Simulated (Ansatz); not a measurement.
Rock-salt NaBr, treated with r²SCAN0 (plane waves, PAW; Ansatz, a program for electronic structure).

Numerical settings: plane-wave cutoff 520 eV, 8×8×8 k mesh, Fermi–Dirac smearing 0.01 eV, scalar-relativistic PAW data made under PBE.

Cell (relaxed at this level):

NaBr is taken in the cubic space group Fm-3m (No. 225), the rock salt structure, Pearson symbol cF8. Lattice parameters: a = b = c = 5.9316 Å, α = β = γ = 90.00°. Na on 4a is surrounded by 6 Br at 2.966 Å (octahedral). Br on 4b sees 6 Na at 2.966 Å (octahedral). (Neighbours: up to the widest gap in distance over summed covalent radii, below 1.35, at either atom; cation-cation and far metal-metal contacts left out.)
(The calculation used a cell of 2 atoms; values per cell refer to that cell.)

Q: Estimate the bulk modulus, band gap, width of the whole s-p valence band and pressure derivative B′ of the bulk modulus that the calculation returns.

A: 
bulk modulus: 22.7 GPa
band gap: 6.58 eV (on the SCF k mesh) (direct)
width of the whole s-p valence band: 14.27 eV
pressure derivative B′ of the bulk modulus: 4.8

Measured, for comparison: band gap 7.1 eV (temperature not stated, no zero-point or thermal correction; as tabulated in Aguado et al. (1998), arXiv:cond-mat/9809176); bulk modulus 22.6 GPa (4 K, zero-point motion not removed; as tabulated in Doll and Stoll (1998), arXiv:cond-mat/9801031). Computed (rounded) less measured: bulk modulus +0.4 %.

Spin–orbit coupling is not included.

Computed values are for the static lattice.
